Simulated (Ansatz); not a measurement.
input.yaml (Ansatz)

```yaml
crystal:
  lattice:
    - [2.4443045302, 0.0, 0.0]
    - [0.0, 2.4443045302, 0.0]
    - [0.0, 0.0, 2.4443045302]
  atoms:
    - { symbol: V, position: [0.0, 0.0, 0.0], spin: 1.0 }
hamiltonian:
  xc: pbe
  pseudopotentials:
    kind: paw
    azcp:
      V: "pseudopotentials/V.paw.azcp"
basis:
  ecutwfc: 420
  fft_grid_basis: typed
kpoints:
  mp_grid: { grid: [21, 21, 21], shift: [0, 0, 0] }
magnetization:
  spin_polarized: true
scf:
  occupations: { method: fermi_dirac, width: 0.05 }
output:
  stress: true
  write_density: true
  write_potential: true
  elf: true
  volumetric_format: npy
```

and its output:

```
Engine: ansatz 0.2.0, x86_64-unknown-linux-gnu
Pseudopotentials: kind: paw
Pseudopotential: V, paw, valence charge 13, recommended cutoff 420 eV (normal) 
Functional definition: PBE
  parameter kappa = 0.804
  parameter beta = 0.06672455060314922
  exchange = pbe_x(kappa = kappa, mu = beta*pi^2/3)
  correlation = pbe_c(beta = beta)
Crystal: 1 atoms, lattice volume = 14.604 Å³
Basis set: ecut = 420 eV, 257 PW (Γ)
Bands: 11, of which v1, the nominal top of the filled ones, is band 7 counted from 1 (6 counted from 0)
Symmetry: 48 space group operations
Space group: Pm-3m (ITA 221), of the structure as read, at distance tolerance 2.4e-5 Å
Magnetic group: BNS 221.92 (UNI 1594), of the structure as read, at distance tolerance 2.4e-5 Å
k-points: 286 of 9261
Non-local potential: V, projectors of the file, l = 0: 3, l = 1: 2, l = 2: 3, l = 3: 1
PAW form: soft (Blöchl's): semilocal exchange-correlation on the pseudo side does not see the compensation charge
PAW one-centre angular grid: V, 590 points (default); XC on 64 Gauss nodes
Initial density: superposition of atomic densities (chi_scale 0.1, normalization cell)
Starting moments: Σ|m| = 1 μB on 1 of 1 site
Initial wavefunctions: pseudopotential atomic-orbital guess
Functional: x = pbe(κ = 0.804, μ = 0.2195149727645171), c = pbe(β = 0.06672455060314922)
SCF iter   1: F=—  HF=-2911.484506 eV  |F-HF|=—  |Δ(HF+E_count)|=         —  Δρ=9.66e-2 (↑9.66e-2 ↓4.03e-2)  dr2=7.04e-1  dr2_m=5.16e-1  M=0.155 μB ∫|m|=0.157 μB  β_m=0.30  ethr=3.10e-3  ⟨swp⟩=4.1  Hψ=30809  notcnv=0
Mixer restart at iter 1: flushing history
SCF iter   2: F=—  HF=-2911.182686 eV  |F-HF|=—  |Δ(HF+E_count)|=   3.02e-1  Δρ=6.07e-2 (↑6.07e-2 ↓3.62e-2)  dr2=1.74e-1  dr2_m=2.67e-1  M=0.135 μB ∫|m|=0.136 μB  β_m=0.55  ethr=3.10e-3  ⟨swp⟩=2.0  Hψ=13239  notcnv=0  defer=53
SCF iter   3: F=—  HF=-2911.489844 eV  |F-HF|=—  |Δ(HF+E_count)|=   3.07e-1  Δρ=1.43e-2 (↑1.43e-2 ↓1.29e-2)  dr2=4.17e-3  dr2_m=2.15e-2  M=0.052 μB ∫|m|=0.052 μB  β_m=0.66  ethr=1.34e-3  ⟨swp⟩=2.0  Hψ=8708  notcnv=0  defer=53
SCF iter   4: F=—  HF=-2911.569449 eV  |F-HF|=—  |Δ(HF+E_count)|=   7.96e-2  Δρ=1.48e-3 (↑1.19e-3 ↓1.48e-3)  dr2=8.18e-4  dr2_m=4.07e-5  M=0.008 μB ∫|m|=0.008 μB  β_m=0.83  ethr=3.21e-5  ⟨swp⟩=2.5  Hψ=12919  notcnv=0  defer=53
SCF iter   5: F=—  HF=-2911.569468 eV  |F-HF|=—  |Δ(HF+E_count)|=   1.94e-5  Δρ=2.68e-4 (↑2.68e-4 ↓1.90e-4)  dr2=2.39e-5  dr2_m=1.15e-6  M=0.001 μB ∫|m|=0.001 μB  β_m=0.84  ethr=6.29e-6  ⟨swp⟩=2.0  Hψ=9608  notcnv=0  defer=53
SCF iter   6: F=—  HF=-2911.569473 eV  |F-HF|=—  |Δ(HF+E_count)|=   5.09e-6  Δρ=8.52e-5 (↑8.52e-5 ↓5.35e-5)  dr2=2.22e-7  dr2_m=6.15e-7  M=0.001 μB ∫|m|=0.001 μB  β_m=0.92  ethr=1.84e-7  ⟨swp⟩=2.1  Hψ=8067  notcnv=0  defer=53
SCF iter   7: F=—  HF=-2911.569474 eV  |F-HF|=—  |Δ(HF+E_count)|=   5.29e-7  Δρ=2.69e-5 (↑2.30e-5 ↓2.69e-5)  dr2=3.28e-7  dr2_m=9.18e-10  M=0.000 μB ∫|m|=0.000 μB  β_m=0.85  ethr=1.71e-9  ⟨swp⟩=2.8  Hψ=10014  notcnv=0  defer=53
SCF iter   8: F=—  HF=-2911.569474 eV  |F-HF|=—  |Δ(HF+E_count)|=   3.09e-8  Δρ=1.22e-6 (↑1.07e-6 ↓1.22e-6)  dr2=2.20e-10  dr2_m=1.41e-11  M=0.000 μB ∫|m|=0.000 μB  β_m=0.92  ethr=1.71e-9  ⟨swp⟩=2.5  Hψ=9617  notcnv=0  defer=53
SCF iter   9: F=-2911.569474 eV  HF=-2911.569474 eV  |F-HF|=1.06e-10  |Δ(HF+E_count)|=   2.50e-9  Δρ=4.90e-7 (↑4.90e-7 ↓4.81e-7)  dr2=1.33e-10  dr2_m=2.20e-13  M=0.000 μB ∫|m|=0.000 μB  ethr=1.69e-12  ⟨swp⟩=3.4  Hψ=25148  notcnv=0
SCF 1 converged in 9 iterations: F = -2911.569474 eV  dr2 = 1.33e-10
WARN: the starting moments were not kept: the SCF closed with an absolute magnetisation of 5.0e-7 μB, where they sum to 1 μB in size (1 site). That is at most 0.1 of that sum. Measured as dr2_m measures the in/out step, that magnetisation stands 8.6e-14 eV from none, at or under the dr2_threshold of 1.0e-7 eV: it is no larger than a step whose dr2_m would equal this threshold. The system may hold no moment; this SCF shows only that its start led to no more than that. To try another start: raise the starting moments (crystal.atoms[].spin, magnetization.per_species, magnetization.initial_magnetization, or on a non-collinear deck that types none of these the spinor_matrix: blocks that start its atoms; where the total moment is fixed, keep their sum and leave initial_magnetization as it is; typed ones take the place of any that the run laid by itself, positive ones on a crystal's lanthanoids without a Hubbard term where scf.initial_density.shell_occupations: [] is typed) or, if the notice of its spin-set hold's release reads "site moments contracting" or "site moments show no strong build", lengthen the hold (scf.mixing.spin_hold: { on: { confirm: 4 } }; for m-r²SCAN on two components see the key's manual first). Each may lead to a state that holds a moment. A second SCF, from the converged charge density, with the starting moments and any scf.initial_density.shell_occupations laid on it anew, would have followed, and was not run: the deck does not ask for one (magnetization.retry_lost_moments is false, the default). To let it run, set magnetization.retry_lost_moments: true and run the deck again, where that key's refused combinations let it; where memory then withholds it, that run's warning says so.
SCF converged after 9 iterations
Magnetization: 0.0000 μB (6.5000 up, 6.5000 down)
Absolute magnetization: 0.0000 μB (∫|ρ↑−ρ↓|, with the PAW one-centre terms)
Spin contamination: 0.0000 ħ² per cell (⟨S²⟩ above its minimum at these occupations)
Per-site moments (μB) at R_I (Å): [(2.760719298334529e-7, 1.0082756187075002)]
Free energy (F): -2911.569474 eV
Harris-Foulkes:  -2911.569474 eV  (|F-HF|=1.06e-10)
Internal energy: -2911.558860 eV  (E = F + TS)
E sigma→0 (E₀):  -2911.564167 eV
Entropy (-TS):   -0.010614 eV (-10.614 meV/atom)
Fermi energy:    15.180944 eV
--- Per-component energies (eV) ---
  E_band       = -163.008174
  E_kinetic    = 336.759924
  E_local      = -1005.693827  (includes V_loc(G=0)·N_el)
  E_nonlocal   = -42.947951
  E_hartree    = 456.923666
  E_xc         = -129.866201
  E_vxc        = -164.606679  (∫ρ·V_xc dr)
  E_paw        = -1114.333563  (= ΣΔE_a)
  E_vpaw       = -200.367728  (= ΣTr[D̂ρ^β])
  E_aug_tail   = 0.000261  (compensation charges beyond the density's cutoff)
  E_ewald      = -1412.401169
  E_smearing   = -0.010614  (= −TS)
  E_closure    = 0.000000  (closes the sum)
  Σ components = -2911.569474   (vs F -2911.569474, Δ=0.00e0)
--- Stress (GPa, compression-positive) ---
        0.873352       0.000000       0.000000
        0.000000       0.873352       0.000000
        0.000000       0.000000       0.873352
  P = ⅓ Tr σ = 0.8734 GPa (8.734 kbar)
--- Band table (eV; the first three rows and the last of 572) ---
  k-point 0 ↑: bands = ["-48.6482", "-21.8888", "-21.8888", "-21.8888", "8.8291", "13.0473", "13.0473", "18.7389", "18.7389", "18.7389", "33.5401"]
  k-point 1 ↑: bands = ["-48.6446", "-21.9137", "-21.8867", "-21.8867", "8.8971", "13.0631", "13.0985", "18.6858", "18.6858", "18.7429", "32.9092"]
  k-point 2 ↑: bands = ["-48.6338", "-21.9858", "-21.8805", "-21.8805", "9.0973", "13.1094", "13.2490", "18.5341", "18.5341", "18.7545", "31.5575"]
  k-point 285 ↓: bands = ["-48.1689", "-22.6480", "-22.6471", "-22.6471", "13.2351", "13.2750", "13.2750", "20.0236", "20.0236", "25.6418", "28.3376"]
```
